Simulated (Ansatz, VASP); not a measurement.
# KF (Carobbiite) in two plane-wave programs

Aim: how closely do two programs agree when they are given the same cell, functional and k mesh? The cell is a member of a volume series, scaled by 1.015 from a relaxed one, so a pressure remains. Other levels of theory on this material are compared in a session of their own.

Method: plane waves, with VASP 6.6.1 beside it; single point at r2SCAN, in Ansatz 0.2.0.

**1. Starting point**

It takes space group Fm-3m (No. 225, cubic). Conventional cell: a = 5.345 Å, b = 5.345 Å, c = 5.345 Å, α = 90.00°, β = 90.00°, γ = 90.00°. Nearest to K lie 6 F at 2.67 Å. Nearest to F lie 6 K at 2.67 Å. Farther neighbours and most contacts between anions are not listed.

**2. Ansatz: single point, r2SCAN, volume scaled by 1.015**

Ansatz runs on its default PAW (the set named soft_2) files.

With cell and atoms fixed, the geometry can't cause a difference; cores, projectors, grids and the points listed under the comparison can.

File input.yaml:

```yaml
crystal:
  lattice:
    - [0.0, 2.67234152, 2.67234152]
    - [2.67234152, 0.0, 2.67234152]
    - [2.67234152, 2.67234152, 0.0]
  atoms:
    - { symbol: K, position: [0.0, 0.0, 0.0] }
    - { symbol: F, position: [0.5, 0.5, 0.5] }
hamiltonian:
  xc: r2scan
  pseudopotentials: { kind: paw }
kpoints:
  mp_grid: { grid: [8, 8, 8] }
scf:
  occupations: { method: gaussian, width: 0.03 }
  n_extra_bands: 4
output:
  forces: true
  stress: true
  eigenvalues: true
  write_density: true
  write_potential: true
  elf: true
  volumetric_format: npy
```

The run is started by

```
> ansatz run input.yaml --threads 2 --pin off --max-ram 4608MiB --backend cpu --events-out ev --progress --plain --runs-dir out
```

Numbers of over 12 decimals in the logs are rounded to 6 here.

Output:

```text
scf.n_extra_bands = 4 over 8 filled bands (N_el = 16.0): the run solves 12 bands
Engine: ansatz 0.2.0, aarch64-unknown-linux-gnu
Pseudopotentials: kind: paw
Pseudopotential: K, paw, valence charge 9, recommended cutoff 500 eV (meta_gga), K.paw.azcp
Pseudopotential: F, paw, valence charge 7, recommended cutoff 500 eV (meta_gga), F.paw.azcp
Functional definition: r2SCAN
  parameter k0 = 0.174
  parameter k1 = 0.065
  parameter a1 = 4.9479
  exchange = r2scan_x(k0 = k0, k1 = k1, a1 = a1)
  correlation = r2scan_c
Crystal: 2 atoms, lattice volume = 38.169 Å³
Basis set: ecut = 500 eV, 941 PW (Γ), exchange–correlation on 120×120×120 points (64 copies of the dense FFT grid, shifted against one another)
Bands: 12, of which v1, the nominal top of the filled ones, is band 8 counted from 1 (7 counted from 0)
Symmetry: 48 space group operations
Space group: Fm-3m (ITA 225), of the structure as read, at distance tolerance 3.4e-5 Å
k-points: 29 of 512
Non-local potential: K, projectors of the file, l = 0: 3, l = 1: 2, l = 2: 2
Non-local potential: F, projectors of the file, l = 0: 2, l = 1: 2, l = 2: 1
PAW form: soft (Blöchl's): semilocal exchange-correlation on the pseudo side does not see the compensation charge
PAW frozen core: K, regenerated for the run's functional (the file was generated under x = pbe(κ = 0.804, μ = 0.219515), c = pbe(β = 0.066725))
PAW frozen core: F, regenerated for the run's functional (the file was generated under x = pbe(κ = 0.804, μ = 0.219515), c = pbe(β = 0.066725))
PAW one-centre angular grid: K, 302 points (default); XC on 160 Gauss nodes
PAW one-centre angular grid: F, 302 points (default); XC on 160 Gauss nodes
Initial density: superposition of atomic densities (neutral atoms: chi_scale 0, normalization atom), corrected by the library's trained network
Initial wavefunctions: pseudopotential atomic-orbital guess
Functional: x = r2scan, c = r2scan; τ floored in thin density (d = 2e-4 eV/Å³)
SCF iter   1: F=—  HF=-2355.151288 eV  |F-HF|=—  |Δ(HF+E_count)|=         —  Δρ=7.41e-3  dr2=1.95e-2  dr2_τ=2.71e-2  ethr=1.77e-3  ⟨swp⟩=6.3  Hψ=2329  notcnv=0
preconditioner: auto → none  [insulator: Δε(μ)=7.143 eV  Ē_g=18.787 eV  σ=0.030 eV  W_gap=1.00  n_scr=14 (ndim 8)  ℏωp=22.5 eV  f_vac=0.133  D(μ)=0.00/eV (n_scr^D=0)  ε∞_Penn≈2.4]
SCF iter   2: F=—  HF=-2355.191728 eV  |F-HF|=—  |Δ(HF+E_count)|=   4.04e-2  Δρ=5.31e-3  dr2=3.90e-3  dr2_τ=8.85e-4  ethr=1.22e-4  ⟨swp⟩=3.0  Hψ=967  notcnv=0
SCF iter   3: F=—  HF=-2355.190810 eV  |F-HF|=—  |Δ(HF+E_count)|=   9.18e-4  Δρ=1.51e-3  dr2=3.17e-4  dr2_τ=6.02e-5  ethr=2.44e-5  ⟨swp⟩=2.0  Hψ=654  notcnv=0
SCF iter   4: F=—  HF=-2355.190779 eV  |F-HF|=—  |Δ(HF+E_count)|=   3.03e-5  Δρ=2.17e-4  dr2=4.07e-6  dr2_τ=1.90e-6  ethr=1.98e-6  ⟨swp⟩=2.0  Hψ=494  notcnv=0
SCF iter   5: F=—  HF=-2355.190781 eV  |F-HF|=—  |Δ(HF+E_count)|=   1.89e-6  Δρ=3.21e-5  dr2=1.46e-7  dr2_τ=4.31e-8  ethr=2.55e-8  ⟨swp⟩=2.3  Hψ=570  notcnv=0
SCF iter   6: F=-2355.190781 eV  HF=-2355.190781 eV  |F-HF|=5.04e-9  |Δ(HF+E_count)|=   1.54e-7  Δρ=5.45e-6  dr2=4.82e-9  dr2_τ=1.24e-9  ethr=6.25e-10  ⟨swp⟩=8.0  Hψ=2338  notcnv=0
SCF 1 converged in 6 iterations: F = -2355.190781 eV  dr2 = 4.82e-9
  greatest PAW one-centre occupation: 0.989 electrons in one spin orbital (limit 2), on the K atom at site 0 (counted from 0), in its partial waves of l = 0
SCF converged after 6 iterations
Free energy (F): -2355.190781 eV
Harris-Foulkes:  -2355.190781 eV  (|F-HF|=5.04e-9)
Internal energy: -2355.190781 eV  (E = F + TS)
E sigma→0 (E₀):  -2355.190781 eV
Fermi energy:    4.325709 eV
--- Per-component energies (eV) ---
  E_band       = -138.910234
  E_kinetic    = 463.592224
  E_local      = -1112.575064  (includes V_loc(G=0)·N_el)
  E_nonlocal   = 85.223995
  E_hartree    = 401.875227
  E_xc         = -214.543039
  E_vxc        = -304.695693  (∫ρ·V_xc dr)
  E_paw        = -990.657328  (= ΣΔE_a)
  E_vpaw       = -94.209429  (= ΣTr[D̂ρ^β])
  E_aug_tail   = 0.000986  (compensation charges beyond the density's cutoff)
  E_vtau       = 20.003963  (kinetic-family band-sum trace: ∫τ·v_τ [+ j·A + Jᵃ·Aᵃ] dr)
  E_ewald      = -987.880206
  E_core_change = -0.227577  (= ΣΔE_core)
  E_smearing   = -0.000000  (= −TS)
  E_closure    = -0.000000  (closes the sum)
  Σ components = -2355.190781   (vs F -2355.190781, Δ=0.00e0)
--- Forces (eV/Å), atoms counted from 1 ---
  atom   1  K     -0.00000000     0.00000000     0.00000000
  atom   2  F      0.00000000    -0.00000000     0.00000000
  max |Σ_I F_I| component: 3.70e-29 eV/Å
--- Stress (GPa, compression-positive) ---
       -0.507170       0.000000      -0.000000
        0.000000      -0.507170       0.000000
        0.000000       0.000000      -0.507170
  P = ⅓ Tr σ = -0.5072 GPa (-5.072 kbar)
--- Band table (eV; the first three rows and the last of 29) ---
  k-point 0: bands = [... 4 lower, -8.6139, 0.9121, 0.9121, 0.9121, 7.7392, 12.3693, 12.3693, 12.3693]
  k-point 1: bands = [... 4 lower, -8.6191, 0.7797, 0.8610, 0.8610, 8.1712, 12.0699, 12.5819, 12.5819]
  k-point 2: bands = [... 4 lower, -8.6316, 0.4952, 0.7403, 0.7403, 9.2492, 11.6626, 13.1118, 13.1118]
  k-point 28: bands = [... 4 lower, -8.7016, 0.5217, 0.7598, 0.7598, 11.2446, 11.2446, 13.0372, 15.2505]
```

It took 3 s on 2 threads of Arm Neoverse N1, shared host; peak memory 0.38 GiB; 5.3 s of CPU time.

In the SCF lines HF is the Harris–Foulkes energy and dr2 the Hartree energy of the density residual, in eV; the loop may stop once dr2 is under the threshold and the program's other checks hold. Hψ counts applications of the Hamiltonian.

The run ends at a pressure of -0.51 GPa.

**3. VASP: single point, r2SCAN, volume scaled by 1.015**

The same cell, functional, mesh and smearing now go to VASP, with its own data sets and cutoff.

Lines of VASP's logs that name or quote its potential files are left out, and so is its time.

The input asks for a relaxation, which ended at its first step since no free force or stress exceeded the threshold; so it serves as a single point.

File INCAR:

```
SYSTEM = KF
PREC = Accurate
ENCUT = 560
EDIFF = 1E-06
NELM = 100
ISMEAR = 0
SIGMA = 0.03
LREAL = .FALSE.
ALGO = Normal
METAGGA = R2SCAN
LASPH = .TRUE.
NBANDS = 14
LORBIT = 11
LWAVE = .FALSE.
LCHARG = .FALSE.
KPAR = 4
IBRION = 2
NSW = 30
ISIF = 4
EDIFFG = -0.01
```

File POSCAR:

```
KF
1.0
    0.0000000000      2.6723415218      2.6723415218
    2.6723415218      0.0000000000      2.6723415218
    2.6723415218      2.6723415218      0.0000000000
K F
1 1
Direct
    0.0000000000      0.0000000000      0.0000000000
    0.5000000000      0.5000000000      0.5000000000
```

File KPOINTS:

```
Automatic mesh
0
Gamma
8 8 8
0 0 0
```

Potentials, in the order of the species: K_sv and F (PBE family, release 64).

The run is started by

```
> mpirun -np 4 vasp_std
```

Output:

```text
[banner, memory and clock lines left out]
running    4 mpi-ranks, on    1 nodes
 distrk:  each k-point on    1 cores,    4 groups
 distr:  one band on    1 cores,    1 groups

 POSCAR found type information on POSCAR K F
 POSCAR found :  2 types and       2 ions
|                                                                             |
|               ----> ADVICE to this user running VASP <----                  |
|                                                                             |
|     You enforced a specific xc type in the INCAR file but a different       |
|     [... a line on the potential file left out ...]
|     I HOPE YOU KNOW WHAT YOU ARE DOING!                                     |
|                                                                             |

 LDA part: xc-table for (None), standard interpolation
 POSCAR, INCAR and KPOINTS ok, starting setup
 FFT: planning ... GRIDC
 FFT: planning ... GRID_SOFT
 FFT: planning ... GRID
 WAVECAR not read
 entering main loop
       N       E                     dE             d eps       ncg     rms          rms(c)
DAV:   1     0.103699959682E+03    0.10370E+03   -0.87819E+03   812   0.120E+03
DAV:   2    -0.159390781199E+02   -0.11964E+03   -0.10944E+03  1018   0.313E+02
DAV:   3    -0.207017009854E+02   -0.47626E+01   -0.47283E+01  1086   0.555E+01
DAV:   4    -0.208808397409E+02   -0.17914E+00   -0.17911E+00  1062   0.921E+00
DAV:   5    -0.208826703186E+02   -0.18306E-02   -0.18304E-02  1094   0.961E-01    0.591E+00
DAV:   6    -0.149783233951E+02    0.59043E+01   -0.20856E+00  1160   0.159E+01    0.211E+00
DAV:   7    -0.149619517015E+02    0.16372E-01   -0.44132E-01   932   0.545E+00    0.199E+00
DAV:   8    -0.150064163537E+02   -0.44465E-01   -0.30274E-01   854   0.478E+00    0.123E+00
DAV:   9    -0.149746851449E+02    0.31731E-01   -0.82945E-02  1022   0.216E+00    0.305E-01
DAV:  10    -0.149747340340E+02   -0.48889E-04   -0.17246E-02   848   0.988E-01    0.245E-01
DAV:  11    -0.149740336473E+02    0.70039E-03   -0.43319E-03   848   0.540E-01    0.556E-02
DAV:  12    -0.149739938336E+02    0.39814E-04   -0.15893E-04   920   0.102E-01    0.652E-03
DAV:  13    -0.149739923374E+02    0.14962E-05   -0.45611E-06  1054   0.180E-02    0.103E-03
DAV:  14    -0.149739922487E+02    0.88714E-07   -0.73198E-08   508   0.267E-03
   1 F= -.14973992E+02 E0= -.14973992E+02  d E =-.149740E+02
 curvature:   0.00 expect dE= 0.000E+00 dE for cont linesearch  0.000E+00
 trial: gam= 0.00000 g(F)=  0.910E-60 g(S)=  0.698E-34 ort = 0.000E+00 (trialstep = 0.100E+01)
 search vector abs. value=  0.100E-09
 reached required accuracy - stopping structural energy minimisation
```

Parts of OUTCAR (step 3):

```text
ion  position               nearest neighbor table
   1  0.000  0.000  0.000-   2 2.67   2 2.67   2 2.67   2 2.67   2 2.67   2 2.67
   2  0.500  0.500  0.500-   1 2.67   1 2.67   1 2.67   1 2.67   1 2.67   1 2.67

  LATTYP: Found a face centered cubic cell.
 ALAT       =     5.3446830436

 Subroutine GETGRP returns: Found 48 space group operations
 (whereof 48 operations were pure point group operations)

The static configuration has the point symmetry O_h .

 Found     29 irreducible k-points:

   k-points           NKPTS =     29   k-points in BZ     NKDIM =     29   number of bands    NBANDS=     14

   dimension x,y,z NGX =    30 NGY =   30 NGZ =   30
   dimension x,y,z NGXF=    60 NGYF=   60 NGZF=   60

   ENCUT  =  560.0 eV  41.16 Ry    6.42 a.u.   7.29  7.29  7.29*2*pi/ulx,y,z

   NELECT =      16.0000    total number of electrons

 k-points in reciprocal lattice and weights: Automatic mesh
   0.00000000  0.00000000  0.00000000       0.002
   0.12500000  0.00000000  0.00000000       0.016
   0.25000000  0.00000000  0.00000000       0.016
   0.37500000  0.00000000  0.00000000       0.016
   0.50000000  0.00000000  0.00000000       0.008
   0.12500000  0.12500000  0.00000000       0.012
   0.25000000  0.12500000  0.00000000       0.047
   0.37500000  0.12500000  0.00000000       0.047
   0.50000000  0.12500000  0.00000000       0.047
[...]
-0.37500000  0.50000000  0.12500000       0.023
  -0.25000000  0.50000000  0.25000000       0.012

 average (electrostatic) potential at core
       1 -39.7664       2 -82.3594

 E-fermi :  -3.1242

 k-point     1 :       0.0000    0.0000    0.0000
  band No.  band energies     occupation
    ...
      4     -12.9624      2.00000
      5     -12.9624      2.00000
      6      -3.3525      2.00000
      7      -3.3525      2.00000
      8      -3.3525      2.00000
      9       3.4745      0.00000
     10       8.1002      0.00000
     11       8.1002      0.00000
     12       8.1002      0.00000
     13       9.9601      0.00000
    ...

 k-point     2 :       0.1250    0.0000    0.0000
  band No.  band energies     occupation
    ...
      4     -12.9676      2.00000
      5     -12.9676      2.00000
      6      -3.4850      2.00000
      7      -3.4034      2.00000
      8      -3.4034      2.00000
      9       3.9066      0.00000
     10       7.7996      0.00000
     11       8.3166      0.00000
     12       8.3166      0.00000
     13      10.1057      0.00000
    ...

 k-point     3 :       0.2500    0.0000    0.0000
  band No.  band energies     occupation
    ...
      4     -12.9801      2.00000
      5     -12.9801      2.00000
      6      -3.7696      2.00000
      7      -3.5234      2.00000
      8      -3.5233      2.00000
      9       4.9850      0.00000
     10       7.3926      0.00000
     11       8.8570      0.00000
     12       8.8570      0.00000
     13      10.5560      0.00000
    ...

  Total       -0.1192750     -0.1192750     -0.1192750      0.0000000      0.0000000      0.0000000
  in kB       -5.0067284     -5.0067284     -5.0067284      0.0000000      0.0000000      0.0000000
  external PRESSURE =      -5.0067284 kB  Pullay stress =       0.0000000 kB

  energy-cutoff  :      560.00
  volume of cell :       38.17
      direct lattice vectors                 reciprocal lattice vectors
     0.000000000  2.672341522  2.672341522    -0.187101834  0.187101834  0.187101834
     2.672341522  0.000000000  2.672341522     0.187101834 -0.187101834  0.187101834
     2.672341522  2.672341522  0.000000000     0.187101834  0.187101834 -0.187101834

 POSITION                                       TOTAL-FORCE (eV/Angst)
 -----------------------------------------------------------------------------------
      0.00000      0.00000      0.00000         0.000000      0.000000     -0.000000
      2.67234      2.67234      2.67234        -0.000000     -0.000000      0.000000
 -----------------------------------------------------------------------------------
    total drift:                                0.000000      0.000000      0.000000

  FREE ENERGIE OF THE ION-ELECTRON SYSTEM (eV)
  ---------------------------------------------------
  free  energy   TOTEN  =       -14.9739922487 eV

  energy  without entropy=      -14.9739922487  energy(sigma->0) =      -14.97399225

 reached required accuracy - stopping structural energy minimisation

 total charge
# of ion       s       p       d       tot
------------------------------------------
    1        1.959   5.689   0.029   7.678
    2        1.730   4.379   0.000   6.110
--------------------------------------------------
tot          3.690  10.068   0.029  13.787

[... 3 further parts left out ...]
```

**4. Differences**

Known differences besides the potentials themselves: VASP keeps PBE cores, Ansatz makes them for the functional; the cutoff is 500 eV in Ansatz and 560 eV in VASP. Total energies have different zeros and are not compared.

Compared:

| quantity | Ansatz | VASP | difference |
| --- | --- | --- | --- |
| pressure (GPa) | -0.51 | -0.50 | -0.01 |
| pressure without Ansatz's Pulay correction (GPa) | -0.56 | -0.50 | -0.06 |
| gap on the k mesh (eV) | 6.827 | 6.827 | 0.000 |

A gap on the mesh is an upper bound, since the band edges may lie between its points. Ansatz's pressure holds a Pulay correction of 0.05 GPa; VASP's holds none.

**5. Outcome**

| Property | Result |
| --- | --- |
| difference in gap on the k mesh (single point, r2SCAN, volume scaled by 1.015) | 1.5e-4 eV |

In words: The difference in gap on the k mesh is 1.5e-4 eV (single point, r2SCAN, volume scaled by 1.015), within the 0.08 eV picked in this series as the mark of a large difference. 4 further runs of this series are not shown here. Such differences can come from data sets, numerical settings and the points named under the comparisons, not from the functional's error against experiment.

[Lines on the potential files, build, host, timing and source positions are cut from VASP's logs without a mark.]

[Logs are printed without paths, hosts, clocks, repeated set-up lines and the standing remarks that a program may print on its own settings, such as how far it seeks lower states.]

[Hosts, paths, dates, database ids (printed as entryN), source tags and the programs' standing remarks are cut or masked in the printed files.]
